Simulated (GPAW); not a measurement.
Set up this calculation in GPAW 26.7.0, as an ASE script.

```yaml
Task: relaxation of cell and atoms
Functional: rSCAN
Dispersion: D3(BJ)
Potentials_or_basis: GPAW PAW data sets (gpaw-data 1.2.1)
Cutoff: 800 eV
Basis: pw
k_mesh: 4 × 4 × 4
Occupations: fermi-dirac, width 0.05 eV
Spin: no spin polarisation
Target_pressure: 20 GPa
Maxiter: 150
Optimizer: BFGS
Fmax: 0.02 eV/Å
Max_steps: 100
Target_pressure: 20 GPa
```

The structure of BaTiO3 lies in POSCAR:

```
BaTiO3
1.0
    3.9998000000      0.0000000000      0.0000000000
    0.0000000000      3.9998000000      0.0000000000
    0.0000000000      0.0000000000      4.0180000000
Ba Ti O
1 1 3
Direct
    0.0000000000      0.0000000000      0.0000000000
    0.5000000000      0.5000000000      0.4900000000
    0.0000000000      0.5000000000      0.5170000000
    0.5000000000      0.0000000000      0.5170000000
    0.5000000000      0.5000000000      0.0190000000
```

The input as run:

run.py

```python
from ase.calculators.mixing import SumCalculator
from ase.filters import FrechetCellFilter
from ase.io import read, write
from ase.optimize import BFGS
from ase.units import GPa
from dftd3.ase import DFTD3
from gpaw import GPAW, PW

atoms = read('POSCAR')

calc = GPAW(mode=PW(800),
            xc='MGGA_X_RSCAN+MGGA_C_RSCAN',
            kpts={'size': (4, 4, 4), 'gamma': True},
            occupations={'name': 'fermi-dirac', 'width': 0.05},
            nbands=36,
            convergence={'density': 1e-05, 'energy': 1e-05},
            maxiter=150,
            txt='gpaw.txt')
atoms.calc = SumCalculator([calc, DFTD3(method='rscan', damping='d3bj')])
opt = BFGS(FrechetCellFilter(atoms, scalar_pressure=20 * GPa), trajectory='relax.traj', logfile='-')
done = opt.run(fmax=0.02, steps=100)
calc.write('gs.gpw')
write('result.traj', atoms)
print('Converged:', done)
print('Cell:', atoms.cell.cellpar().round(4))
print('Volume:', round(atoms.get_volume(), 4))
print(atoms.get_scaled_positions().round(5))
```

Potentials or basis: GPAW PAW data sets (gpaw-data 1.2.1), pw.

Launch:

```console
$ OMP_NUM_THREADS=1 python run.py
```

It gave:

```
Relaxed volume                                         : 11.59 Å³/atom
Relaxed cell                                           : a = 3.870 Å, b = 3.870 Å, c = 3.869 Å, α = 90.00°, β = 90.00°, γ = 90.00°
Space group after relaxing (to 0.05 Å)                 : Pm-3m (No. 221)
Energy change on relaxing (the enthalpy is what falls) : +65.6 meV/atom
Ionic steps                                            : 15
Pressure after relaxing                                : 20.0 GPa
Largest force after relaxing                           : 0.009 eV/Å
Band gap on the k mesh                                 : 2.35 eV, indirect (least direct gap 2.37 eV)
Dispersion energy per atom                             : -0.176 eV
```

Caveat: the k mesh is coarse; later steps reuse the first step's grids; the PAW data sets were made with another functional, which shifts forces and pressure a little; spin-orbit coupling is left out, which moves the levels of the heavy elements.

Run time: 29 min on 1 thread of Arm Neoverse V2, with other jobs on the host, peak memory 3.1 GiB.
